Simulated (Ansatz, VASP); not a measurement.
Two plane-wave programs on InAs

```xyz
2
Lattice="0.0000 3.0440 3.0440 3.0440 0.0000 3.0440 3.0440 3.0440 0.0000" Properties=species:S:1:pos:R:3 pbc="T T T"
In    0.0000    0.0000    0.0000
As    4.5660    4.5660    4.5660
```

Change from the starting cell: volume scaled by 1.02, PAW files.

Alike in both runs: task electric field gradients; functional PBE; k mesh 10 × 10 × 10; occupations fermi-dirac, width 0.08 eV; no spin polarisation.

|  | VASP | Ansatz |
| --- | --- | --- |
| version | VASP 6.6.1 | Ansatz 0.2.0 |
| potentials or method | VASP PAW PBE potentials, release 64 (In_d, As) | PAW with Ansatz's default frozen-core files, scalar-relativistic |
| plane-wave cutoff (eV) | 520 | 420 |
| valence electrons in the cell | 18 | 28 |

VASP gave:

| Quantity | Value |
| --- | --- |
| pressure (GPa) | 2.7 |
| Vzz of the field gradient on the site that differs most (V/Å²) | 0.0 |

Problem. Which values does Ansatz return?

Solution. Pressure (GPa): 2.6; Vzz of the field gradient on the site that differs most (V/Å²): 0.0.

With one functional, cell and mesh, what is left measures potentials, basis and numerics. The two sets of potentials don't hold the same shells in valence. Ansatz warned: «gradients_without_spin_orbit».
